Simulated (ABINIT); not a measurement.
# GaAs (F-43m) in ABINIT: notebook

The runs below take GaAs through band structure, equation of state, with LDA-VWN, LDA, LDA-PZ, PW91.

All numbers are computed with ABINIT 10.8.3 (patched build); they aren't measurements. Logs are shortened: lines on timing, memory, paths and dates and some standing lists are left out, and cuts for length are marked. The log counts tension as positive stress, the text compression.

**Experimental background.**

“Evidence of valence band perturbations in GaAsN/GaAs(001): A combined variable-angle spectroscopic ellipsometry and modulated photoreflectance investigation”, 2008, arxiv:0805.2212 reports, for a bulk crystal of GaAs at 300 K: band gap 1.418 ± 0.005 eV (direct); band gap 1.412 ± 0.01 eV (direct).

The runs below are set against these values where they give the same quantity.

## Step 1: Starting point

Symmetry: F-43m, No. 216, cubic system. Conventional cell: a = 5.654 Å, b = 5.654 Å, c = 5.654 Å, α = 90.00°, β = 90.00°, γ = 90.00°. Around As (site symmetry -43m) lie 4 Ga at 2.45 Å. Ga (site symmetry -43m) has 4 As at 2.45 Å as nearest neighbours.

## Step 2: Band structure, LDA-VWN

The input, run.abi:

```
# Datasets: ground state, then fixed potential
ndtset 2

# Pseudopotentials
pp_dirpath "./"
pseudos "As.LDA_PW-JTH.xml, Ga.LDA_PW-JTH.xml"

# Structure
acell 3*1.0 Angstrom
rprim
     0.0000000000     2.8268500000     2.8268500000
     2.8268500000     0.0000000000     2.8268500000
     2.8268500000     2.8268500000     0.0000000000
ntypat 2
znucl 33 31
natom 2
typat 1 2
xcart
     8.0129584431     8.0129584431     8.0129584431
     0.0000000000     0.0000000000     0.0000000000

# Plane-wave basis
ecut 462.593566 eV
pawecutdg 34.0

# Exchange and correlation
ixc -1007

# Bands and occupations
occopt 3
tsmear 0.05 eV

# SCF cycle
nstep 100

# Output
iomode 3
prtwf 0
prteig 0
prtebands 0
prtden1 1

# Dataset 1
kptopt1 1
ngkpt1 8 8 8
nshiftk1 1
shiftk1 0.0 0.0 0.0
nband1 18
tolvrs1 1.0e-9

# Dataset 2: bands along G-X-W-K-G-L-U-W-L-K
iscf2 -2
getden2 1
nband2 22
nbdbuf2 2
tolwfr2 1.0e-12
kptopt2 -9
ndivsm2 5
prteig2 1
kptbounds2
     0.0000000000     0.0000000000     0.0000000000
     0.5000000000     0.0000000000     0.5000000000
     0.5000000000     0.2500000000     0.7500000000
     0.3750000000     0.3750000000     0.7500000000
     0.0000000000     0.0000000000     0.0000000000
     0.5000000000     0.5000000000     0.5000000000
     0.6250000000     0.2500000000     0.6250000000
     0.5000000000     0.2500000000     0.7500000000
     0.5000000000     0.5000000000     0.5000000000
     0.3750000000     0.3750000000     0.7500000000
```

Potentials or basis: JTH PAW LDA v2.0.

On the command line:

```bash
abinit run.abi > log 2>&1
```

run.abo:

```text
.Version 10.8.3 of ABINIT
 DATASET    1 : space group F-4 3 m (#216); Bravais cF (face-center cubic)
================================================================================
 Values of the parameters that define the memory need for DATASET  1.
     intxc =       0    ionmov =       0      iscf =      17    lmnmax =      18
     lnmax =       6     mgfft =      30  mpssoang =       3    mqgrid =    3001
     natom =       2  nloc_mem =       2    nspden =       1   nspinor =       1
    nsppol =       1      nsym =      24    n1xccc =       1    ntypat =       2
    occopt =       3   xclevel =       1
       mpw =        1036          nfft =       27000          nkpt =          29
 PAW method is used; the additional fine FFT grid is defined by:
   mgfftf=        40    nfftf =     64000
================================================================================
================================================================================

 DATASET    2 : space group F-4 3 m (#216); Bravais cF (face-center cubic)
================================================================================
 Values of the parameters that define the memory need for DATASET  2.
     intxc =       0    ionmov =       0      iscf =      -2    lmnmax =      18
     lnmax =       6     mgfft =      30  mpssoang =       3    mqgrid =    3001
     natom =       2  nloc_mem =       2    nspden =       1   nspinor =       1
    nsppol =       1      nsym =      24    n1xccc =       1    ntypat =       2
    occopt =       3   xclevel =       1
       mpw =        1036          nfft =       27000          nkpt =          87
 PAW method is used; the additional fine FFT grid is defined by:
   mgfftf=        40    nfftf =     64000
================================================================================
================================================================================

--------------------------------------------------------------------------------
------------- Echo of variables that govern the present computation ------------
--------------------------------------------------------------------------------
 -outvars: echo values of preprocessed input variables --------
            acell      1.8897261259E+00  1.8897261259E+00  1.8897261259E+00 Bohr
              amu      7.49215900E+01  6.97230000E+01
             ecut      1.70000000E+01 Hartree
           getden1          0
           getden2          1
             iscf1         17
             iscf2         -2
                       outvar_i_n : Printing only first  50 k-points.
              ixc       -1007
           jdtset        1    2
[... 1006 lines left out ...]
 ------------------------------------------------
 Atom  Sphere_radius  Integrated_density
    1        2.10392         12.73822323
    2        2.10359         11.09529340

================================================================================

 ----iterations are completed or convergence reached----

 Mean square residual over all n,k,spin=   56.002E-14; max=  99.843E-14
 reduced coordinates (array xred) for    2 atoms
       0.749999999491      0.749999999491      0.749999999491
      -0.000000000509     -0.000000000509     -0.000000000509

 cartesian coordinates (angstrom) at end:
    1      4.24027499712465     4.24027499712465     4.24027499712465
    2     -0.00000000287535    -0.00000000287535    -0.00000000287535
 length scales=  1.889726125908  1.889726125908  1.889726125908 bohr
              =  1.000000000000  1.000000000000  1.000000000000 angstroms
 Eigenvalues (hartree) for nkpt=  87  k points:
 kpt#   1, nband= 22, wtk=  1.00000, kpt=  0.0000  0.0000  0.0000 (reduced coord)
  -1.13659   -1.13659   -1.13659   -1.13629   -1.13629   -0.38824   -0.38824   -0.38824
  -0.38540   -0.38540   -0.31062    0.15926    0.15926    0.15926    0.16947    0.29472
   0.29472    0.29472    0.42878    0.53518    0.53518    0.57986
 kpt#   2, nband= 22, wtk=  1.00000, kpt=  0.0357  0.0000  0.0357 (reduced coord)
  -1.13659   -1.13659   -1.13659   -1.13629   -1.13629   -0.38831   -0.38822   -0.38822
  -0.38541   -0.38539   -0.30988    0.14028    0.15675    0.15675    0.18833    0.29178
   0.29813    0.29813    0.43341    0.51990    0.53594    0.58150
 kpt#   3, nband= 22, wtk=  1.00000, kpt=  0.0714  0.0000  0.0714 (reduced coord)
  -1.13660   -1.13659   -1.13659   -1.13629   -1.13629   -0.38851   -0.38816   -0.38816
  -0.38544   -0.38538   -0.30767    0.11716    0.14994    0.14994    0.21087    0.28415
   0.30763    0.30763    0.44604    0.49347    0.53824    0.58635
 kpt#   4, nband= 22, wtk=  1.00000, kpt=  0.1071  0.0000  0.1071 (reduced coord)
  -1.13660   -1.13659   -1.13659   -1.13629   -1.13629   -0.38883   -0.38806   -0.38806
  -0.38548   -0.38535   -0.30404    0.09414    0.14035    0.14035    0.23191    0.27434
   0.32167    0.32167    0.45991    0.47212    0.54208    0.59447
 kpt#   5, nband= 22, wtk=  1.00000, kpt=  0.1429  0.0000  0.1429 (reduced coord)
[... 317 lines left out ...]
  -0.38566   -0.38527   -0.23011   -0.08114    0.02694    0.09025    0.24038    0.35227
   0.40111    0.40956    0.48747    0.54343    0.61632    0.68001
 kpt#  85, nband= 22, wtk=  1.00000, kpt=  0.4028  0.4028  0.6944 (reduced coord)
  -1.13660   -1.13655   -1.13654   -1.13630   -1.13627   -0.39171   -0.38713   -0.38687
  -0.38575   -0.38525   -0.22593   -0.08222    0.01864    0.08470    0.23576    0.35693
   0.40955    0.42083    0.47829    0.53946    0.64896    0.69101
 kpt#  86, nband= 22, wtk=  1.00000, kpt=  0.3889  0.3889  0.7222 (reduced coord)
  -1.13660   -1.13655   -1.13654   -1.13630   -1.13627   -0.39182   -0.38704   -0.38677
  -0.38583   -0.38522   -0.22242   -0.08440    0.01532    0.07991    0.23119    0.34403
   0.42862    0.43903    0.47109    0.54009    0.67387    0.70584
 kpt#  87, nband= 22, wtk=  1.00000, kpt=  0.3750  0.3750  0.7500 (reduced coord)
  -1.13660   -1.13655   -1.13654   -1.13630   -1.13627   -0.39191   -0.38696   -0.38670
  -0.38591   -0.38519   -0.22034   -0.08654    0.01660    0.07608    0.22748    0.32629
   0.44656    0.45303    0.47297    0.54763    0.67701    0.72640

== END DATASET(S) ==============================================================
================================================================================

 -outvars: echo values of variables after computation  --------
            acell      1.8897261259E+00  1.8897261259E+00  1.8897261259E+00 Bohr
           etotal1    -1.9346791461E+02
            fcart1    -1.2601362720E-29 -1.2601362720E-29  3.7804088159E-29
                       1.2601362720E-29  1.2601362720E-29 -3.7804088159E-29
            rprim      0.0000000000E+00  2.8268500000E+00  2.8268500000E+00
                       2.8268500000E+00  0.0000000000E+00  2.8268500000E+00
                       2.8268500000E+00  2.8268500000E+00  0.0000000000E+00
           strten1     7.0743726141E-05  7.0743726141E-05  7.0743726141E-05
                       0.0000000000E+00  0.0000000000E+00  0.0000000000E+00
           xangst      4.2402749971E+00  4.2402749971E+00  4.2402749971E+00
                      -2.8753484538E-09 -2.8753484538E-09 -2.8753484538E-09
             xred      7.4999999949E-01  7.4999999949E-01  7.4999999949E-01
                      -5.0857817957E-10 -5.0857817957E-10 -5.0857817957E-10
 Calculation completed.
```

Wall time 59 s (1 thread of Arm Neoverse V1, shared host); peak memory 0.11 GiB.

What came out:

```
Free energy                                           : -5264.5302 eV
Pressure                                              : -2.1 GPa
Band gap on the k mesh                                : 0.28 eV, direct
Band gap along the path                               : 0.28 eV, direct
Valence electrons inside the program's atomic spheres : As 12.74; Ga 11.10
```

Levels at the corners of the path, in eV from the valence-band top:
```csv
point,band 10,band 11,band 12,band 13,band 14,band 15,band 16,band 17,band 18,band 19
Γ,-14.82,-12.79,0.00,0.00,0.00,0.28,3.69,3.69,3.69,7.33
X,-14.81,-10.29,-6.88,-2.68,-2.68,1.35,1.56,10.04,10.04,10.78
W,-14.82,-10.24,-6.69,-3.55,-3.36,4.53,4.64,5.30,5.95,10.92
K,-14.82,-10.33,-6.69,-3.88,-2.26,1.86,4.55,7.82,7.99,8.54
Γ,-14.82,-12.79,0.00,0.00,0.00,0.28,3.69,3.69,3.69,7.33
L,-14.82,-11.03,-6.69,-1.14,-1.14,0.84,4.60,4.60,7.57,10.19
U,-14.82,-10.33,-6.69,-3.88,-2.26,1.86,4.55,7.82,7.99,8.54
W,-14.82,-10.24,-6.69,-3.55,-3.36,4.53,4.64,5.30,5.95,10.92
L,-14.82,-11.03,-6.69,-1.14,-1.14,0.84,4.60,4.60,7.57,10.19
K,-14.82,-10.33,-6.69,-3.88,-2.26,1.86,4.55,7.82,7.99,8.54
```

(Continued in part 2 of 2.)
